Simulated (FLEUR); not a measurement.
A run of FLEUR MaX-R8.1 (later development tree) is set up as follows.

The input inp.xml:

```xml
<?xml version="1.0" encoding="UTF-8" standalone="no"?>
<fleurInput fleurInputVersion="0.39">
   <comment>
      Ga                                                                                                  
   </comment>
   <calculationSetup>
      <cutoffs Kmax="4.17" Gmax="12.9" GmaxXC="12.9" numbands="0"/>
      <scfLoop itmax="60" minDistance="0.00001" maxIterBroyd="15" imix="Anderson" alpha="0.05" precondParam="0.0" spinf="2.0" sdNocoIR="T"/>
      <coreElectrons ctail="T" frcor="F" kcrel="0" coretail_lmax="0"/>
      <xcFunctional name="vwn" relativisticCorrections="F"/>
      <magnetism jspins="1"/>
      <soc l_soc="F" theta="0.0" phi="0.0" spav="F"/>
      <expertModes spex="0" secvar="F"/>
      <geometryOptimization l_f="F" forcealpha="1.0" forcemix="BFGS" epsdisp="0.00001" epsforce="0.00001"/>
      <ldaU l_linMix="F" mixParam="0.05" spinf="1.0"/>
   </calculationSetup>
   <cell>
      <bzIntegration valenceElectrons="42.0" mode="hist" fermiSmearingEnergy="0.00183747">
         <kPointListSelection listName="default-1"/>
         <!-- k-points included here -->
         <xi:include xmlns:xi="http://www.w3.org/2001/XInclude" href="kpts.xml"> </xi:include>
      </bzIntegration>
      <!-- symmetry operations included here -->
      <xi:include xmlns:xi="http://www.w3.org/2001/XInclude" href="sym.xml"> </xi:include>
      <bulkLattice scale="1.0">
         <bravaisMatrix>
            <row-1>    2.7401028806699999    -7.6817366964990006     0.0000000000000000</row-1>
            <row-2>    2.7401028806699999     7.6817366964990006     0.0000000000000000</row-2>
            <row-3>    0.0000000000000000     0.0000000000000000     5.9904318149819993</row-3>
         </bravaisMatrix>
      </bulkLattice>
   </cell>
   <atomSpecies>
      <species name="Gallium (Ga)" element="Ga" atomicNumber="31">
         <mtSphere radius="2.35" gridPoints="777" logIncrement="0.016"/>
         <atomicCutoffs lmax="9" lnonsphr="9"/>
         <electronConfig flipSpins="F">
            <coreConfig>(1s1/2) (2s1/2) (2p1/2) (2p3/2)</coreConfig>
            <valenceConfig>(3s1/2) (3p1/2) (3p3/2) (4s1/2) (3d3/2) (3d5/2) (4p1/2) (4p3/2)</valenceConfig>
            <stateOccupation state="(4p1/2)" spinUp="0.166667" spinDown="0.166667"/>
            <stateOccupation state="(4p3/2)" spinUp="0.333333" spinDown="0.333333"/>
         </electronConfig>
         <energyParameters s="4" p="4" d="3" f="4"/>
         <lo type="SCLO" l="0" n="3" eDeriv="0"/>
         <lo type="SCLO" l="1" n="3" eDeriv="0"/>
         <lo type="SCLO" l="1" n="3" eDeriv="1"/>
         <lo type="HELO" l="2" n="4" eDeriv="0"/>
         <lo type="HELO" l="2" n="4" eDeriv="1"/>
         <lo type="SCLO" l="3" n="4" eDeriv="2"/>
      </species>
   </atomSpecies>
   <atomGroups>
      <atomGroup species="Gallium (Ga)">
         <relPos label="                   1">.1330000000 -.1330000000 -1.000/4.000</relPos>
         <relPos label="                   2">-.1330000000 .1330000000 1.000/4.000</relPos>
         <force calculate="T" relaxXYZ="TTT"/>
      </atomGroup>
   </atomGroups>
   <output dos="F" band="F" slice="F">
      <checks vchk="F" cdinf="F"/>
      <bandDOS minEnergy="-.5*Htr" maxEnergy="0.5*Htr" sigma="0.015" storeEVData="T"/>
      <vacuumDOS vacdos="F" integ="F" star="F" nstars="0" locx1="0.0" locy1="0.0" locx2="0.0" locy2="0.0" nstm="0" tworkf="0.0"/>
      <unfoldingBand unfoldBand="F" supercellX="1" supercellY="1" supercellZ="1"/>
      <plotting iplot="0" polar="F">
         <plot TwoD="T" vec1="  1.0  0.0  0.0" vec2="  0.0  1.0  0.0" vec3="  0.0  0.0  1.0" zero="  0.0  0.0  0.0" file="plot"/>
      </plotting>
      <chargeDensitySlicing numkpt="0" minEigenval="0.0" maxEigenval="0.0" nnne="0" pallst="F"/>
      <specialOutput eonly="F"/>
      <moessbauerParams electricFieldGradient="T" isomerShift="T" coreHyperfine="T" valenceHyperfine="T"/>
      <magneticCircularDichroism mcd="F" energyLo="-10.0" energyUp="0.0"/>
   </output>
  <!-- We include the file relax.xml here to enable relaxations (see documentation) -->
  <xi:include xmlns:xi="http://www.w3.org/2001/XInclude" href="relax.xml"> <xi:fallback/> </xi:include>
</fleurInput>
```

Contents of crystal.txt:

```
Ga
&input cartesian=F /
1.4500000000  -4.0650000000  0.0000000000
1.4500000000  4.0650000000  0.0000000000
0.0000000000  0.0000000000  3.1700000000
1.8897261246
1.0 1.0 1.0

2
31 0.1330000000  0.8670000000  0.7500000000
31 0.8670000000  0.1330000000  0.2500000000

&kpt div1=10 div2=10 div3=8 gamma=T /
```

Contents of inp.xml (bands):

```
<?xml version="1.0" encoding="UTF-8" standalone="no"?>
<fleurInput fleurInputVersion="0.39">
   <comment>
      Ga                                                                                                  
   </comment>
   <calculationSetup>
      <cutoffs Kmax="4.17" Gmax="12.9" GmaxXC="12.9" numbands="0"/>
      <scfLoop itmax="60" minDistance="0.00001" maxIterBroyd="15" imix="Anderson" alpha="0.05" precondParam="0.0" spinf="2.0" sdNocoIR="T"/>
      <coreElectrons ctail="T" frcor="F" kcrel="0" coretail_lmax="0"/>
      <xcFunctional name="vwn" relativisticCorrections="F"/>
      <magnetism jspins="1"/>
      <soc l_soc="F" theta="0.0" phi="0.0" spav="F"/>
      <expertModes spex="0" secvar="F"/>
      <geometryOptimization l_f="F" forcealpha="1.0" forcemix="BFGS" epsdisp="0.00001" epsforce="0.00001"/>
      <ldaU l_linMix="F" mixParam="0.05" spinf="1.0"/>
   </calculationSetup>
   <cell>
      <bzIntegration valenceElectrons="42.0" mode="hist" fermiSmearingEnergy="0.00183747">
         <kPointListSelection listName="path-1"/>
         <!-- k-points included here -->
         <xi:include xmlns:xi="http://www.w3.org/2001/XInclude" href="kpts.xml"> </xi:include>
      </bzIntegration>
      <!-- symmetry operations included here -->
      <xi:include xmlns:xi="http://www.w3.org/2001/XInclude" href="sym.xml"> </xi:include>
      <bulkLattice scale="1.0">
         <bravaisMatrix>
            <row-1>    2.7401028806699999    -7.6817366964990006     0.0000000000000000</row-1>
            <row-2>    2.7401028806699999     7.6817366964990006     0.0000000000000000</row-2>
            <row-3>    0.0000000000000000     0.0000000000000000     5.9904318149819993</row-3>
         </bravaisMatrix>
      </bulkLattice>
   </cell>
   <atomSpecies>
      <species name="Gallium (Ga)" element="Ga" atomicNumber="31">
         <mtSphere radius="2.35" gridPoints="777" logIncrement="0.016"/>
         <atomicCutoffs lmax="9" lnonsphr="9"/>
         <electronConfig flipSpins="F">
            <coreConfig>(1s1/2) (2s1/2) (2p1/2) (2p3/2)</coreConfig>
            <valenceConfig>(3s1/2) (3p1/2) (3p3/2) (4s1/2) (3d3/2) (3d5/2) (4p1/2) (4p3/2)</valenceConfig>
            <stateOccupation state="(4p1/2)" spinUp="0.166667" spinDown="0.166667"/>
            <stateOccupation state="(4p3/2)" spinUp="0.333333" spinDown="0.333333"/>
         </electronConfig>
         <energyParameters s="4" p="4" d="3" f="4"/>
         <lo type="SCLO" l="0" n="3" eDeriv="0"/>
         <lo type="SCLO" l="1" n="3" eDeriv="0"/>
         <lo type="SCLO" l="1" n="3" eDeriv="1"/>
         <lo type="HELO" l="2" n="4" eDeriv="0"/>
         <lo type="HELO" l="2" n="4" eDeriv="1"/>
         <lo type="SCLO" l="3" n="4" eDeriv="2"/>
      </species>
   </atomSpecies>
   <atomGroups>
      <atomGroup species="Gallium (Ga)">
         <relPos label="                   1">.1330000000 -.1330000000 -1.000/4.000</relPos>
         <relPos label="                   2">-.1330000000 .1330000000 1.000/4.000</relPos>
         <force calculate="T" relaxXYZ="TTT"/>
      </atomGroup>
   </atomGroups>
   <output dos="F" band="T" slice="F">
      <checks vchk="F" cdinf="F"/>
      <bandDOS minEnergy="-.5*Htr" maxEnergy="0.5*Htr" sigma="0.015" storeEVData="T"/>
      <vacuumDOS vacdos="F" integ="F" star="F" nstars="0" locx1="0.0" locy1="0.0" locx2="0.0" locy2="0.0" nstm="0" tworkf="0.0"/>
      <unfoldingBand unfoldBand="F" supercellX="1" supercellY="1" supercellZ="1"/>
      <plotting iplot="0" polar="F">
         <plot TwoD="T" vec1="  1.0  0.0  0.0" vec2="  0.0  1.0  0.0" vec3="  0.0  0.0  1.0" zero="  0.0  0.0  0.0" file="plot"/>
      </plotting>
      <chargeDensitySlicing numkpt="0" minEigenval="0.0" maxEigenval="0.0" nnne="0" pallst="F"/>
      <specialOutput eonly="F"/>
      <moessbauerParams electricFieldGradient="T" isomerShift="T" coreHyperfine="T" valenceHyperfine="T"/>
      <magneticCircularDichroism mcd="F" energyLo="-10.0" energyUp="0.0"/>
   </output>
  <!-- We include the file relax.xml here to enable relaxations (see documentation) -->
  <xi:include xmlns:xi="http://www.w3.org/2001/XInclude" href="relax.xml"> <xi:fallback/> </xi:include>
</fleurInput>
```

Potentials or basis: all-electron, FLAPW.

Command:

```bash
$ inpgen -f crystal.txt -profile fastHighL
$ # inp.xml edited to the form shown
$ fleur_MPI
$ fleur_MPI   # second run, on inp.xml (bands)
```

(1) Predict the band gap along the path.

Results:

(1) none (metal or under the smearing width).
